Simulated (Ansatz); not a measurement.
Structure: BAs built on the zincblende prototype, at its r2SCAN minimum. The symmetry is F-43m (No. 216, cubic); a = 4.784 Å in the conventional setting, 13.68 Å³ an atom. B has 4 As at 2.07 Å; As has 4 B at 2.07 Å.

```cif
data_structure
_symmetry_space_group_name_H-M 'F-43m'
_symmetry_Int_Tables_number 216
_cell_length_a 4.7837
_cell_length_b 4.7837
_cell_length_c 4.7837
_cell_angle_alpha 90.000
_cell_angle_beta 90.000
_cell_angle_gamma 90.000
_cell_volume 109.47
loop_
_atom_site_label
_atom_site_type_symbol
_atom_site_symmetry_multiplicity
_atom_site_Wyckoff_symbol
_atom_site_fract_x
_atom_site_fract_y
_atom_site_fract_z
_atom_site_occupancy
B1 B 4 a 0.00000 0.00000 0.00000 1
As1 As 4 d 0.25000 0.25000 0.75000 1
```

3 runs of Ansatz 0.2.0 on this cell differ in the functional (and in the settings that go with it). Levels are in eV from each run's valence top; v1 is the last filled band, c1 the first empty one.

Run A, mean stress +2.2 GPa (compression positive):
```tsv
point	v4	v3	v2	v1	c1	c2
Γ	-15.36	0.00	0.00	0.00	3.28	3.28
X	-11.20	-8.50	-4.06	-4.06	1.44	1.45
U	-11.25	-8.12	-5.91	-3.47	2.05	5.54
L	-12.51	-8.75	-1.81	-1.81	2.66	4.79
W	-11.05	-8.03	-5.45	-5.16	5.26	5.92
```

Run B, mean stress -1.1 GPa (compression positive):
```tsv
point	v4	v3	v2	v1	c1	c2
Γ	-16.91	0.00	0.00	0.00	4.11	4.11
X	-12.22	-9.47	-4.45	-4.45	2.07	2.14
U	-12.28	-9.05	-6.46	-3.80	2.76	6.55
L	-13.73	-9.68	-1.98	-1.98	3.53	5.70
W	-12.04	-8.97	-5.95	-5.64	6.18	7.14
```

Run C, mean stress -1.2 GPa (compression positive):
```tsv
point	v4	v3	v2	v1	c1	c2
Γ	-17.01	0.00	0.00	0.00	4.79	4.79
X	-12.32	-9.56	-4.50	-4.50	2.76	2.82
U	-12.38	-9.14	-6.55	-3.85	3.44	7.27
L	-13.83	-9.78	-2.01	-2.01	4.22	6.41
W	-12.14	-9.06	-6.03	-5.72	6.90	7.86
```

Problem. Match the runs to PBE, HSE06, PBE0.

Solution. A is PBE, B is HSE06, C is PBE0. In order of the gap: PBE 1.19, HSE06 1.83, PBE0 2.51 eV.

Spin-unpolarised throughout; all numbers are computed.

The runs are scalar-relativistic, without spin-orbit coupling.

The stress of a hybrid is loosely converged in these runs.

The meshes of the hybrids are coarse, so their gaps aren't converged to the digits shown.
